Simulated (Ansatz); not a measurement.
# Property card for Cs

Theory: DFT PBE, scalar-relativistic, plane waves, PAW in Ansatz 0.2.0.

Plane waves to 420 eV, a k mesh through Γ of 9×9×6 on the computed 2-atom cell and Gaussian smearing (0.10 eV); no spin polarisation.

The structure is relaxed at this level of theory with its symmetry kept. This form isn't the element's structure at ambient conditions.

Symmetry: P6_3/mmc, No. 194, hexagonal system. The conventional cell has a = 5.460 Å, b = 5.460 Å, c = 9.038 Å, α = 90.00°, β = 90.00°, γ = 120.00°.

| Quantity | Value |
| --- | --- |
| Volume per atom | 116.65 Å³ |
| Formation energy from the elements' standard states (uncorrected) | -0.001 eV/atom |
| Kohn–Sham band gap | none (metal) |
| Density of states at the Fermi level | 2.85 states/eV per cell |
| Löwdin character within 0.5 eV of the Fermi level | Cs 6s 84 %, unprojected 15 % |
| Bulk modulus | 2.0 GPa |
| Its pressure derivative | 3.4 |
| Bader charges (e) | Cs (2 in the cell) 0.00 |

Spin-orbit coupling is left out, which matters for the bands of heavy elements.